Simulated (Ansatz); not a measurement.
The system is CsH.

```
Cs H
1.0
     0.00000    3.18800    3.18800
     3.18800    0.00000    3.18800
     3.18800    3.18800    0.00000
Cs H
1 1
Direct
  0.00000 0.00000 0.00000
  0.50000 0.50000 0.50000
```

Base run:

- Program: Ansatz 0.2.0
- Functional: r2SCAN
- Potentials or basis: Ansatz PAW
- Cutoff: 500 eV (not typed: the program's choice for these potentials)
- k mesh: 7 × 7 × 7
- Occupations: fermi-dirac, width 0.05 eV
- Spin: no spin polarisation

Its results: band gap on the k mesh 2.91 eV, direct; pressure 0.0 GPa.

**Question.** The run is repeated on the same cell with these changes: functional from r2SCAN to LDA; cutoff from 500 eV (not typed: the program's choice for these potentials) to 420 eV (not typed: the program's choice for these potentials). What comes out?

**Answer.** Band gap on the k mesh 2.24 eV, direct; pressure -1.3 GPa.

r2SCAN gives the wider gap, since meta-GGAs in the generalised Kohn-Sham scheme recover part of the derivative discontinuity.

Caveats: the k mesh misses the band edges, so the gap on the mesh is wider than the one along the path; spin-orbit coupling is left out, which moves the levels of the heavy elements; the PAW data sets come from PBE, with cores solved anew for the run's functional, which leaves a small shift of forces and pressure.
